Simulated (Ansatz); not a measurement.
A run of Ansatz 0.2.0 is set up as follows.

File input.yaml:

```yaml
crystal:
  lattice:
    - [3.038, 0.0, 0.0]
    - [0.0, 3.038, 0.0]
    - [0.0, 0.0, 31.57]
  atoms:
    - { symbol: Cd, position: [0.0, 0.0, 0.23838] }
    - { symbol: Te, position: [0.5, 0.5, 0.33178] }
  periodic: [true, true, false]
kpoints:
  mp_grid: { grid: [9, 9, 1] }
scf:
  occupations: { method: fermi_dirac, width: 0.05 }
hamiltonian:
  xc: pbesol
  pseudopotentials: { kind: all_electron, lapw: { basis_error: 0.002 } }
output:
  forces: true
  stress: true
  eigenvalues: true
```

Potentials or basis: all-electron LAPW, scalar-relativistic.

Run with:

```bash
$ ansatz run input.yaml --threads 4 --pin off --max-ram 12288MiB --backend cpu --events-out ev --progress --plain --runs-dir out
```

Problem. Estimate the work function.

Solution. 4.92 eV.

Problem. Estimate the band gap on the k mesh.

Solution. None (metal or under the smearing width).

Forces on the atoms (eV/Å):
```
Cd   0.000  0.000  0.045
Te   0.000  0.000 -0.045
```

The run has no spin-orbit coupling, so splittings on Te are missing.
